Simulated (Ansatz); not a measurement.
# PtS2 (P-3m1) in Ansatz: convergence with xc grid

Aim: find how far xc grid must go before the results for PtS2 settle, at PBE. This setting moves, with any that are tied to it; all else stays.

All numbers are computed with Ansatz 0.2.0; they aren't measurements. Logs are shortened: lines on timing, memory, paths and dates and some standing lists are left out, and cuts for length are marked.

## (1) Starting point

The structure is trigonal, space group P-3m1 (No. 164). The conventional cell has a = 3.543 Å, b = 3.543 Å, c = 5.039 Å, α = 90.00°, β = 90.00°, γ = 120.00°. Pt (site symmetry -3m) has 6 S at 2.34 Å as nearest neighbours. S (site symmetry 3m) has 3 Pt at 2.34 Å as nearest neighbours.

## (2) With xc grid 1

Contents of input.yaml:

```yaml
crystal:
  lattice:
    - [3.5432, 0.0, 0.0]
    - [-1.7716, 3.0685012107, 0.0]
    - [0.0, 0.0, 5.0388]
  atoms:
    - { symbol: Pt, position: [0.0, 0.0, 0.0] }
    - { symbol: S, position: [0.6666666667, 0.3333333333, 0.773] }
    - { symbol: S, position: [0.3333333333, 0.6666666667, 0.227] }
hamiltonian:
  xc: pbe
  pseudopotentials: { kind: paw }
kpoints:
  mp_grid: { grid: [7, 7, 5] }
scf:
  occupations: { method: gaussian, width: 0.1 }
output:
  forces: true
  stress: true
  eigenvalues: true
basis:
  xc_grid: 1
```

Potentials or basis: Ansatz PAW.

The run is started by

```sh
$ ansatz run input.yaml --threads 2 --pin off --max-ram 5632MiB --backend cpu --events-out ev --progress --plain --runs-dir out
```

It took 2.9 s on 2 threads of Intel Xeon at 2.50GHz (Skylake/Cascade Lake), shared host; peak memory 0.34 GiB.

What came out:

```
Free energy            : -14328.0562 eV
Pressure               : 11.6 GPa
Largest force          : 1.258 eV/Å
Band gap on the k mesh : 0.88 eV, indirect (least direct gap 1.16 eV)
```

## (3) With xc grid 2

input.yaml, as its differences from that of step 2:

```diff
@@ -21,2 +21,2 @@
 basis:
-  xc_grid: 1
+  xc_grid: 2
```

Potentials or basis: Ansatz PAW.

The run is started by

```sh
$ ansatz run input.yaml --threads 2 --pin off --max-ram 5632MiB --backend cpu --events-out ev --progress --plain --runs-dir out
```

It took 3.5 s on 2 threads of Intel Xeon at 2.50GHz (Skylake/Cascade Lake), shared host; peak memory 0.34 GiB.

What came out:

| Property | Result |
| --- | --- |
| Free energy | -14328.0562 eV |
| Pressure | 11.6 GPa |
| Largest force | 1.258 eV/Å |
| Band gap on the k mesh | 0.88 eV, indirect (least direct gap 1.16 eV) |

## (4) With xc grid 3

input.yaml, as its differences from that of step 3:

```diff
@@ -21,2 +21,2 @@
 basis:
-  xc_grid: 2
+  xc_grid: 3
```

The run is started by

```sh
$ ansatz run input.yaml --threads 2 --pin off --max-ram 5632MiB --backend cpu --events-out ev --progress --plain --runs-dir out
```

Run time: 2.9 s. Hardware: 2 threads of Intel Xeon at 2.50GHz (Skylake/Cascade Lake), shared host; peak memory 0.36 GiB.

The run converged. Its results:

```yaml
Free_energy: -14328.0562 eV
Pressure: 11.6 GPa
Largest_force: 1.258 eV/Å
Band_gap_on_the_k_mesh: 0.88 eV, indirect (least direct gap 1.16 eV)
```

## (5) With xc grid 4

input.yaml, as its differences from that of step 4:

```diff
@@ -21,2 +21,2 @@
 basis:
-  xc_grid: 3
+  xc_grid: 4
```

The run is started by

```sh
$ ansatz run input.yaml --threads 2 --pin off --max-ram 5632MiB --backend cpu --events-out ev --progress --plain --runs-dir out
```

Run time: 3 s. Hardware: 2 threads of Intel Xeon at 2.50GHz (Skylake/Cascade Lake), shared host; peak memory 0.39 GiB.

It converged, with:

| Property | Result |
| --- | --- |
| Free energy | -14328.0562 eV |
| Pressure | 11.6 GPa |
| Largest force | 1.258 eV/Å |
| Band gap on the k mesh | 0.88 eV, indirect (least direct gap 1.16 eV) |

## (6) With xc grid 5

input.yaml, as its differences from that of step 5:

```diff
@@ -21,2 +21,2 @@
 basis:
-  xc_grid: 4
+  xc_grid: 5
```

Potentials or basis: Ansatz PAW.

The run is started by

```sh
$ ansatz run input.yaml --threads 2 --pin off --max-ram 5632MiB --backend cpu --events-out ev --progress --plain --runs-dir out
```

Standard output:

```text
Warning: RAYON_NUM_THREADS=2 ignored (pool sized by the plan → 2); use --threads N
Engine: ansatz 0.2.0, x86_64-unknown-linux-gnu
Pseudopotentials: kind: paw
Pseudopotential: Pt, paw, valence charge 18, recommended cutoff 420 eV (normal), Pt.paw.azcp
Pseudopotential: S, paw, valence charge 6, recommended cutoff 420 eV (normal), S.paw.azcp
Functional definition: PBE
  parameter kappa = 0.804
  parameter beta = 0.06672455060314922
  exchange = pbe_x(kappa = kappa, mu = beta*pi^2/3)
  correlation = pbe_c(beta = beta)
Crystal: 3 atoms, lattice volume = 54.783 Å³
Basis set: ecut = 420 eV, 1043 PW (Γ), exchange–correlation on 120×120×180 points (125 copies of the dense FFT grid, shifted against one another)
Bands: 19, of which v1, the nominal top of the filled ones, is band 15 counted from 1 (14 counted from 0)
Symmetry: 12 space group operations
Space group: P-3m1 (ITA 164), of the structure as read, at distance tolerance 3.8e-5 Å
k-points: 32 of 245
Non-local potential: Pt, projectors of the file, l = 0: 3, l = 1: 2, l = 2: 2, l = 3: 1
Non-local potential: S, projectors of the file, l = 0: 2, l = 1: 2, l = 2: 2
PAW form: soft (Blöchl's): semilocal exchange-correlation on the pseudo side does not see the compensation charge
PAW one-centre angular grid: Pt, 590 points (default); XC on 64 Gauss nodes
PAW one-centre angular grid: S, 110 points (default); XC on 64 Gauss nodes
Initial density: superposition of atomic densities (neutral atoms: chi_scale 0, normalization atom), corrected by the library's trained network
Initial wavefunctions: pseudopotential atomic-orbital guess
Functional: x = pbe(κ = 0.804, μ = 0.2195149727645171), c = pbe(β = 0.06672455060314922)
SCF iter   1: F=—  HF=-14328.056489 eV  |F-HF|=—  |Δ(HF+E_count)|=         —  Δρ=3.36e-3  dr2=6.27e-3  ethr=1.77e-3  ⟨swp⟩=5.2  Hψ=3040  notcnv=0
preconditioner: auto → Resta (q_TF=auto, 2.468 Å⁻¹)  ε∞=6.6  [insulator: Δε(μ)=0.887 eV  Ē_g=9.972 eV  σ=0.100 eV  W_gap=1.00  n_scr=20 (ndim 8)  ℏωp=23.5 eV  f_vac=0.021  D(μ)=0.00/eV (n_scr^D=0)  ε∞_Penn≈6.6]
SCF iter   2: F=—  HF=-14328.056227 eV  |F-HF|=—  |Δ(HF+E_count)|=   2.63e-4  Δρ=1.77e-3  dr2=2.26e-3  ethr=2.09e-5  ⟨swp⟩=2.2  Hψ=1006  notcnv=0
SCF iter   3: F=—  HF=-14328.056227 eV  |F-HF|=—  |Δ(HF+E_count)|=   5.06e-7  Δρ=5.12e-4  dr2=1.69e-4  ethr=7.54e-6  ⟨swp⟩=2.0  Hψ=898  notcnv=0
SCF iter   4: F=—  HF=-14328.056212 eV  |F-HF|=—  |Δ(HF+E_count)|=   1.51e-5  Δρ=2.07e-4  dr2=2.35e-5  ethr=5.64e-7  ⟨swp⟩=2.6  Hψ=908  notcnv=0
SCF iter   5: F=—  HF=-14328.056222 eV  |F-HF|=—  |Δ(HF+E_count)|=   1.03e-5  Δρ=7.62e-5  dr2=5.14e-6  ethr=7.82e-8  ⟨swp⟩=2.0  Hψ=897  notcnv=0
SCF iter   6: F=—  HF=-14328.056223 eV  |F-HF|=—  |Δ(HF+E_count)|=   4.83e-7  Δρ=2.98e-5  dr2=7.30e-7  ethr=1.71e-8  ⟨swp⟩=2.0  Hψ=881  notcnv=0
SCF iter   7: F=-14328.056223 eV  HF=-14328.056223 eV  |F-HF|=1.83e-8  |Δ(HF+E_count)|=   1.87e-7  Δρ=3.87e-6  dr2=7.91e-9  ethr=3.33e-10  ⟨swp⟩=3.0  Hψ=2552  notcnv=0
SCF 1 converged in 7 iterations: F = -14328.056223 eV  dr2 = 7.91e-9
SCF converged after 7 iterations
Free energy (F): -14328.056223 eV
Harris-Foulkes:  -14328.056223 eV  (|F-HF|=1.83e-8)
Internal energy: -14328.056223 eV  (E = F + TS)
E sigma→0 (E₀):  -14328.056223 eV
Fermi energy:    11.404589 eV
--- Per-component energies (eV) ---
  E_band       = -320.282590
  E_kinetic    = 855.127776
  E_local      = -3139.944465  (includes V_loc(G=0)·N_el)
  E_nonlocal   = 255.083238
  E_hartree    = 1243.842322
  E_xc         = -457.843627
  E_vxc        = -480.237848  (∫ρ·V_xc dr)
  E_paw        = -10654.117280  (= ΣΔE_a)
  E_vpaw       = -297.993624  (= ΣTr[D̂ρ^β])
  E_aug_tail   = 0.000189  (compensation charges beyond the density's cutoff)
  E_ewald      = -2430.204375
  E_smearing   = -0.000000  (= −TS)
  E_closure    = 0.000000  (closes the sum)
  Σ components = -14328.056223   (vs F -14328.056223, Δ=0.00e0)
--- Forces (eV/Å), atoms counted from 1 ---
  atom   1  Pt    -0.00000000     0.00000000     0.00000000
  atom   2  S      0.00000000    -0.00000000    -1.25797260
  atom   3  S     -0.00000000     0.00000000     1.25797260
  max |Σ_I F_I| component: 2.22e-16 eV/Å
--- Stress (GPa, compression-positive) ---
       12.181410       0.000000       0.000000
        0.000000      12.181410       0.000000
       -0.000000       0.000000      10.468661
  P = ⅓ Tr σ = 11.6105 GPa (116.105 kbar)
--- Band table (eV; the first three rows and the last of 32) ---
  k-point 0: bands = ["-88.5577", "-42.8307", "-42.8307", "-42.6488", "-4.6094", "-1.3510", "3.9161", "3.9161", "4.0538", "6.9789", "6.9789", "9.1795", "9.8219", "9.8219", "10.8443", "13.4288", "13.4288", "15.7408", "16.7298"]
  k-point 1: bands = ["-88.5577", "-42.8307", "-42.8307", "-42.6488", "-4.5242", "-1.5915", "3.9230", "3.9230", "4.4501", "6.9708", "6.9708", "9.0368", "9.7553", "9.7553", "10.5076", "13.5863", "13.5863", "15.8618", "17.3346"]
  k-point 2: bands = ["-88.5577", "-42.8307", "-42.8307", "-42.6488", "-4.3628", "-1.9746", "3.9343", "3.9343", "5.1757", "6.9582", "6.9582", "8.5937", "9.6527", "9.6527", "10.1134", "13.8548", "13.8548", "16.3019", "18.1748"]
  k-point 31: bands = ["-88.5573", "-42.8499", "-42.8439", "-42.6455", "-2.3852", "-2.3167", "4.0469", "4.3841", "4.9803", "6.3584", "6.4858", "7.5065", "7.7832", "8.8986", "9.3759", "12.8364", "13.2299", "17.8128", "18.3575"]
```

Run time: 3.1 s. Hardware: 2 threads of Intel Xeon at 2.50GHz (Skylake/Cascade Lake), shared host; peak memory 0.45 GiB.

What came out:

| Item | Value |
| --- | --- |
| Free energy | -14328.0562 eV |
| Pressure | 11.6 GPa |
| Largest force | 1.258 eV/Å |
| Band gap on the k mesh | 0.88 eV, indirect (least direct gap 1.16 eV) |

## (7) The series at a glance

| xc grid | energy less the tightest run, at zero smearing (meV/atom) | SCF cycles | CPU time (s) | peak memory (GiB) |
| --- | --- | --- | --- | --- |
| 1 | 0.00 | 7 | 3.9 | 0.34 |
| 2 | 0.00 | 7 | 4.1 | 0.34 |
| 3 | 0.00 | 7 | 4.2 | 0.36 |
| 4 | 0.00 | 7 | 4.5 | 0.39 |
| 5 | 0.00 | 7 | 5.2 | 0.45 |

Against the tightest run, the energy stays within 1 meV/atom from 1 on. The tightest run that finished is the yardstick and may itself not be fully converged.

Caveats: odd divisions of the mesh miss points on the zone boundary, where band edges often lie, so the gap on the mesh can be too wide; spin-orbit coupling is left out, which moves the levels of the heavy elements; forces of over 1 eV/Å show positions far from the minimum, so gaps and moduli don't describe the material at rest.
